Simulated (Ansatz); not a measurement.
**BN: single point with PBE**

The system is BN.

```
N B
1.0
     1.25112    0.72234    3.37293
    -1.25112    0.72234    3.37293
     0.00000   -1.44467    3.37293
N B
1 1
Direct
  0.66724 0.66724 0.66724
  0.00033 0.00033 0.00033
```

The cell is a database's computed one.

```
Program             : Ansatz 0.2.0
Task                : single point
Functional          : PBE
Potentials or basis : Ansatz PAW
Cutoff              : 420 eV (not typed: the program's choice for these potentials)
k mesh              : 12 × 12 × 12
Occupations         : gaussian, width 0.021 eV
Spin                : no spin polarisation
```

| Item | Value |
| --- | --- |
| Pressure | 3.6 GPa |
| Band gap on the k mesh | 4.29 eV, indirect (least direct gap 4.70 eV) |

Forces in eV/Å, atoms in the order of the input:
```
N    0.000  0.000 -0.003
B    0.000  0.000  0.003
```

Stress tensor (GPa, compression positive):
```
4.16 0.00 0.00
0.00 4.16 0.00
0.00 0.00 2.37
```

Levels at points of the mesh, in eV from the valence-band top:
```
              k point  band 2  band 3  band 4  band 5  band 6  band 7
   (0.00, 0.00, 0.00)   -4.18   -1.29   -1.29    5.17   11.71   11.71
  (0.00, 0.00, -0.50)   -8.93   -4.07   -0.60    5.29    9.93   13.09
 (0.00, -0.50, -0.50)   -8.80   -4.13   -1.17    4.29    9.92   14.26
(-0.50, -0.50, -0.50)   -6.13   -1.30   -1.30   10.11   11.64   11.64
```

It took 1.9 s on 2 threads of Arm Neoverse V2, on a shared host, peak memory 0.31 GiB.

Caveat: the pressure holds a Pulay correction of +0.6 GPa for the finite cutoff. PBE gaps usually lie below the measured ones, often by a third to a half.
